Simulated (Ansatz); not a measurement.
Tl:

```
Tl
1.0
     3.45600    0.00000    0.00000
    -1.72800    2.99298    0.00000
     0.00000    0.00000    5.52500
Tl
2
Direct
  0.66667 0.33333 0.75000
  0.33333 0.66667 0.25000
```

Base run:

| Property | Result |
| --- | --- |
| Program | Ansatz 0.2.0 |
| Functional | LDA |
| Potentials or basis | all-electron LAPW, scalar-relativistic |
| Cutoff | 167 eV (chosen from the basis error) |
| Basis error allowed | 0.001 eV/atom |
| k mesh | 9 × 9 × 5 |
| Occupations | fermi-dirac, width 0.05 eV |
| Spin | no spin polarisation |

Its results: pressure -1.6 GPa.

Problem. The run is repeated on the same cell with these changes: functional from LDA to PBE. What comes out?

Solution. Pressure 3.4 GPa.

PBE binds less tightly than LDA, so the same cell stands under more pressure.
